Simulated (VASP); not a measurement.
# Cu (Fm-3m) in VASP: density of states with PBE

Aim: the density of states of Cu with PBE.

Program: VASP 6.6.1. These are calculated values, not measurements. Logs are shortened: lines on timing, memory, paths and dates and some standing lists are left out, and cuts for length are marked.

### Step 1. The structure

It takes space group Fm-3m (No. 225, cubic). Conventional cell: a = 3.644 Å, b = 3.644 Å, c = 3.644 Å, α = 90.00°, β = 90.00°, γ = 90.00°. Around Cu (site symmetry m-3m) lie 12 Cu at 2.58 Å.

### Step 2. Density of states, PBE

POSCAR reads:

```
Cu                                      
1.0
   -0.0000000000      1.8219705150      1.8219705150
    1.8219705150      0.0000000000      1.8219705150
    1.8219705150      1.8219705150     -0.0000000000
  Cu            
     1
Direct
     0.0000000000000000    0.0000000000000000    0.0000000000000000
```

INCAR.step1 reads:

```
SYSTEM = Cu
  PREC = Accurate
  ENCUT = 520
  EDIFF = 1E-7
  ISMEAR = 0
  SIGMA = 0.1
  LREAL = .False.
  LASPH = .True.
  NELM = 100
  ALGO = Normal
  ISIF = 2
  LWAVE = .False.
  LCHARG = .True.
  LMAXMIX = 4
  GGA = PE
  NBANDS = 12
```

KPOINTS.step1 reads:

```
regular mesh
0
Gamma
  6 6 6
  0 0 0
```

INCAR.step2 reads:

```
SYSTEM = Cu
  PREC = Accurate
  ENCUT = 520
  EDIFF = 1E-7
  ISMEAR = -5
  SIGMA = 0.1
  LREAL = .False.
  LASPH = .True.
  NELM = 100
  ALGO = Normal
  ISIF = 2
  LWAVE = .False.
  LCHARG = .False.
  LMAXMIX = 4
  GGA = PE
  LORBIT = 10
  NBANDS = 12
  NEDOS = 1001
  ICHARG = 11
```

KPOINTS.step2 reads:

```
regular mesh
0
Gamma
  9 9 9
  0 0 0
```

Potentials or basis: VASP PAW PBE potentials, release 64 (Cu).

Run with:

```
> cat potpaw_PBE.64/Cu/POTCAR > POTCAR
> cp INCAR.step1 INCAR
> cp KPOINTS.step1 KPOINTS
> mpirun -np 1 vasp_std > vasp.out
> cp INCAR.step2 INCAR
> cp KPOINTS.step2 KPOINTS
> mpirun -np 1 vasp_std > vasp.out
```

OUTCAR:

```text
SYSTEM = Cu
   PREC = Accurate
   ENCUT = 520
   EDIFF = 1E-7
   ISMEAR = -5
   LREAL = .False.
   LASPH = .True.
   NELM = 100
   ISIF = 2
   GGA = PE
   LORBIT = 10
   ICHARG = 11

 ion  position               nearest neighbor table
   1  0.000  0.000  0.000-

  LATTYP: Found a face centered cubic cell.
 ALAT       =     3.6439410300

  Lattice vectors:

 A1 = (   0.0000000000,   1.8219705150,   1.8219705150)
 A2 = (   1.8219705150,   0.0000000000,   1.8219705150)
 A3 = (   1.8219705150,   1.8219705150,   0.0000000000)

Analysis of symmetry for initial positions (statically):
=====================================================================
 Subroutine PRICEL returns:
 Original cell was already a primitive cell.

 Routine SETGRP: Setting up the symmetry group for a
 face centered cubic supercell.

 Subroutine GETGRP returns: Found 48 space group operations
 (whereof 48 operations were pure point group operations)
 out of a pool of 48 trial point group operations.

The static configuration has the point symmetry O_h .

Analysis of symmetry for dynamics (positions and initial velocities):
=====================================================================
 Subroutine PRICEL returns:
 Original cell was already a primitive cell.

 Routine SETGRP: Setting up the symmetry group for a
 face centered cubic supercell.

 Subroutine GETGRP returns: Found 48 space group operations
 (whereof 48 operations were pure point group operations)
 out of a pool of 48 trial point group operations.

The dynamic configuration has the point symmetry O_h .

 Subroutine INISYM returns: Found 48 space group operations
 (whereof 48 operations are pure point group operations),
 and found     1 'primitive' translations

----------------------------------------------------------------------------------------

                                     Primitive cell

  volume of cell :      12.0963

  direct lattice vectors                    reciprocal lattice vectors
     0.000000000  1.821970515  1.821970515    -0.274428151  0.274428151  0.274428151
     1.821970515  0.000000000  1.821970515     0.274428151 -0.274428151  0.274428151
     1.821970515  1.821970515  0.000000000     0.274428151  0.274428151 -0.274428151

  length of vectors
     2.576655413  2.576655413  2.576655413     0.475323501  0.475323501  0.475323501

  position of ions in fractional coordinates (direct lattice)
     0.000000000  0.000000000  0.000000000

  ion indices of the primitive-cell ions
   primitive index   ion index
                 1           1

----------------------------------------------------------------------------------------

 KPOINTS: regular mesh

Automatic generation of k-mesh.
 Grid dimensions read from file:
 generate k-points for:    9    9    9

 Generating k-lattice:

  Cartesian coordinates                     Fractional coordinates (reciprocal lattice)
    -0.030492017  0.030492017  0.030492017     0.111111111  0.000000000  0.000000000
     0.030492017 -0.030492017  0.030492017     0.000000000  0.111111111  0.000000000
     0.030492017  0.030492017 -0.030492017     0.000000000  0.000000000  0.111111111

  Length of vectors
     0.052813722  0.052813722  0.052813722

  Shift w.r.t. Gamma in fractional coordinates (k-lattice)
     0.000000000  0.000000000  0.000000000

 TETIRR: Found    115 inequivalent tetrahedra from     4374

 Subroutine IBZKPT returns following result:
 ===========================================

 Found     35 irreducible k-points:

 Following reciprocal coordinates:
            Coordinates               Weight
  0.000000  0.000000  0.000000      1.000000
  0.111111  0.000000  0.000000      8.000000
  0.222222  0.000000  0.000000      8.000000
  0.333333  0.000000  0.000000      8.000000
  0.444444  0.000000  0.000000      8.000000
  0.111111  0.111111  0.000000      6.000000
[... 16 lines left out ...]
 -0.333333  0.333333  0.000000     12.000000
  0.444444  0.444444  0.000000      6.000000
 [... further k-points ...]
   k-points           NKPTS =     35   k-points in BZ     NKDIM =     35   number of bands    NBANDS=     12
   number of dos      NEDOS =   1001   number of ions     NIONS =      1
   total plane-waves  NPLWV =   8000
   dimension x,y,z NGX =    20 NGY =   20 NGZ =   20
   dimension x,y,z NGXF=    40 NGYF=   40 NGZF=   40
   ions per type =               1
   NGX,Y,Z   is equivalent  to a cutoff of  12.90, 12.90, 12.90 a.u.
   NGXF,Y,Z  is equivalent  to a cutoff of  25.81, 25.81, 25.81 a.u.
 SYSTEM =  Cu
   PREC   = accura    normal or accurate (medium, high low for compatibility)
   ISTART =      0    job   : 0-new  1-cont  2-samecut
   ICHARG =     11    charge: 1-file 2-atom 10-const
   ISPIN  =      1    spin polarized calculation?
   LNONCOLLINEAR =      F non collinear calculations
   LSORBIT =      F    spin-orbit coupling
   LASPH  =      T    aspherical Exc in radial PAW
   ENCUT  =  520.0 eV  38.22 Ry    6.18 a.u.   4.79  4.79  4.79*2*pi/ulx,y,z
   NELM   =    100;   NELMIN=  2; NELMDL=  0     # of ELM steps
   EDIFF  = 0.1E-06   stopping-criterion for ELM
   LREAL  =      F    real-space projection
   EDIFFG = 0.1E-05   stopping-criterion for IOM
   NSW    =      0    number of steps for IOM
   IBRION =     -1    ionic relax: 0-MD 1-quasi-New 2-CG
   NFREE  =      0    steps in history (QN), initial steepest desc. (CG)
   ISIF   =      2    stress and relaxation
   ISYM   =      2    0-nonsym 1-usesym 2-fastsym
   POTIM  = 0.5000    time-step for ionic-motion
   TEBEG  =    0.0;   TEEND  =   0.0 temperature during run
   PSTRESS=    0.0 pullay stress
   NELECT =      11.0000    total number of electrons
   NUPDOWN=      -1.0000    fix difference up-down
   EMIN   =  10.00;   EMAX   =-10.00  energy-range for DOS
   EFERMI =   0.00;   METHOD = LEGACY
   ISMEAR =    -5;   SIGMA  =   0.10  broadening in eV -4-tet -1-fermi 0-gaus
   EFERMI_NEDOS =   21; number of points for ismear=-14 and -15
   IALGO  =     38    algorithm
   IMIX   =      4    mixing-type and parameters
     AMIX     =   0.40;   BMIX     =  1.00
     AMIX_MAG =   1.60;   BMIX_MAG =  1.00
  volume/ion in A,a.u.               =      12.10        81.63
  Fermi-wavevector in a.u.,A,eV,Ry     =   1.586065  2.997229 34.226856  2.515603
  Thomas-Fermi vector in A             =   2.685434
   LORBIT       =     10    0 simple, 1 ext, 2 COOP (PROOUT), +10 PAW based schemes
   GGA     = PE    functional components
   LHFCALC =     F    Hartree Fock is set to
   AEXX    =    0.0000 exact exchange contribution
   IVDW    =     0    specifies the selected vdW correction
   LEPSILON=     F    determine dielectric tensor
   LRPA    =     F    only Hartree local field effects (RPA)
 non-spin polarized calculation
 Fermi weights with tetrahedron method with Bloechl corrections
  energy-cutoff  :      520.00
  volume of cell :       12.10
 maximum number of plane-waves:       332

 number of electron      10.9999994 magnetization

 Free energy of the ion-electron system (eV)
  ---------------------------------------------------
  ext. energy  EPLUGINS =         0.00000000
  ---------------------------------------------------
  free energy    TOTEN  =        -3.73016806 eV

  energy without entropy =       -3.73016806  energy(sigma->0) =       -3.73016806

 E-fermi :   7.4236     XC(G=0): -12.5884

 val. band max:        7.1681861987   @ k =   0.4444   0.3333   0.0000
 cond. band min:       7.5189955913   @ k =  -0.4444   0.1111   0.0000
 fundamental gap:      0.3508093926
 Fermi energy:         7.4235859436

 k-point     1 :       0.0000    0.0000    0.0000
  band No.  band energies     occupation
      1      -1.8779      2.00000
      2       4.3340      2.00000
      3       4.3340      2.00000
      4       4.3340      2.00000
      5       5.1257      2.00000
      6       5.1257      2.00000
      7      29.6960      0.00000
      8      32.1538      0.00000
      9      32.1538      0.00000
     10      32.1539      0.00000
     11      34.6287      0.00000
     12      34.6287      0.00000

 k-point     2 :       0.1111    0.0000    0.0000
  band No.  band energies     occupation
      1      -1.4390      2.00000
      2       4.2487      2.00000
      3       4.4082      2.00000
      4       4.4082      2.00000
      5       5.1009      2.00000
      6       5.1009      2.00000
      7      26.5481      0.00000
      8      30.3254      0.00000
      9      31.1249      0.00000
     10      31.1249      0.00000
     11      36.2495      0.00000
     12      36.2507      0.00000

 k-point     3 :       0.2222    0.0000    0.0000
  band No.  band energies     occupation
      1      -0.1941      2.00000
      2       4.1015      2.00000
      3       4.4920      2.00000
      4       4.4920      2.00000
      5       5.1547      2.00000
      6       5.1547      2.00000
      7      20.8913      0.00000
      8      29.7508      0.00000
      9      29.9644      0.00000
     10      29.9644      0.00000
     11      36.0546      0.00000
     12      36.0555      0.00000
[... 286 lines left out ...]
 k-point    23 :      -0.3333    0.3333    0.0000
  band No.  band energies     occupation
      1       3.3473      2.00000
      2       3.5172      2.00000
      3       4.2148      2.00000
      4       5.0589      2.00000
      5       5.4828      2.00000
      6      10.4764      0.00000
      7      13.1312      0.00000
      8      15.6050      0.00000
      9      23.6776      0.00000
     10      26.8433      0.00000
     11      40.1268      0.00000
     12      41.1624      0.00000

 k-point    24 :       0.4444    0.4444    0.0000
  band No.  band energies     occupation
      1       2.5447      2.00000
      2       3.0307      2.00000
      3       5.6392      2.00000
      4       5.7523      2.00000
      5       5.7523      2.00000
      6       7.9576      0.18930
      7      15.3841      0.00000
      8      20.4054      0.00000
      9      20.4055      0.00000
     10      24.6885      0.00000
     11      27.2171      0.00000
     12      48.6940      0.00000

 [... further k-points ...]
[... 5 lines left out ...]
  --------------------------------------------------------------------------------------
  -------------------------------------------------------------------------------------
  Total       -0.0971942     -0.0971942     -0.0971942      0.0000000     -0.0000000      0.0000000
  in kB      -12.8735027    -12.8735027    -12.8735027      0.0000000     -0.0000000      0.0000000
  external PRESSURE =     -12.8735027 kB  Pullay stress =       0.0000000 kB

 VOLUME and BASIS-vectors are now :
 -----------------------------------------------------------------------------
  energy-cutoff  :      520.00
  volume of cell :       12.10
      direct lattice vectors                 reciprocal lattice vectors
     0.000000000  1.821970515  1.821970515    -0.274428151  0.274428151  0.274428151
     1.821970515  0.000000000  1.821970515     0.274428151 -0.274428151  0.274428151
     1.821970515  1.821970515  0.000000000     0.274428151  0.274428151 -0.274428151

 POSITION                                       TOTAL-FORCE (eV/Angst)
 -----------------------------------------------------------------------------------
      0.00000      0.00000      0.00000         0.000000      0.000000      0.000000
 -----------------------------------------------------------------------------------
    total drift:                                0.000000     -0.000000      0.000000

  FREE ENERGIE OF THE ION-ELECTRON SYSTEM (eV)
  ---------------------------------------------------
  free  energy   TOTEN  =        -3.7301680595 eV

  energy  without entropy=       -3.7301680595  energy(sigma->0) =       -3.73016806

 total charge

# of ion       s       p       d       tot
------------------------------------------
    1        0.439   0.366   9.172   9.977
```

Run time: 3.4 s. Hardware: 1 thread of Intel Xeon 6975P-C (Granite Rapids), shared host; peak memory 0.12 GiB.

Results:

| Property | Result |
| --- | --- |
| Valence electrons inside the program's atomic spheres | Cu 9.98 |

Levels at points of the mesh, in eV from the Fermi level:
```
           k point  band 2  band 3  band 4  band 5  band 6  band 7  band 8  band 9  band 10  band 11
(0.00, 0.00, 0.00)   -3.09   -3.09   -3.09   -2.30   -2.30   22.27   24.73   24.73    24.73    27.21
```

States per cell in windows of 1 eV (zero at the Fermi level; states under -8 eV left out):
```
from (eV)  total  Cu1_d  Cu1_p  Cu1_s
     -8.0   0.11   0.00   0.01   0.05
     -7.0   0.18   0.02   0.02   0.07
     -6.0   0.38   0.13   0.04   0.10
     -5.0   1.58   1.15   0.06   0.11
     -4.0   2.91   2.53   0.10   0.01
     -3.0   3.51   3.29   0.05   0.02
     -2.0   1.95   1.85   0.03   0.02
     -1.0   0.33   0.18   0.06   0.03
      0.0   0.32   0.14   0.07   0.03
      1.0   0.27   0.09   0.08   0.02
      2.0   0.24   0.07   0.08   0.02
      3.0   0.18   0.05   0.06   0.02
      4.0   0.20   0.05   0.03   0.06
      5.0   0.27   0.06   0.07   0.06
      6.0   0.32   0.07   0.10   0.05
      7.0   0.30   0.07   0.08   0.05
```

Caveat: the k mesh is coarse (spacing up to 0.50 Å⁻¹), so the values aren't converged; tetrahedron occupations give inexact forces and stress in metals.
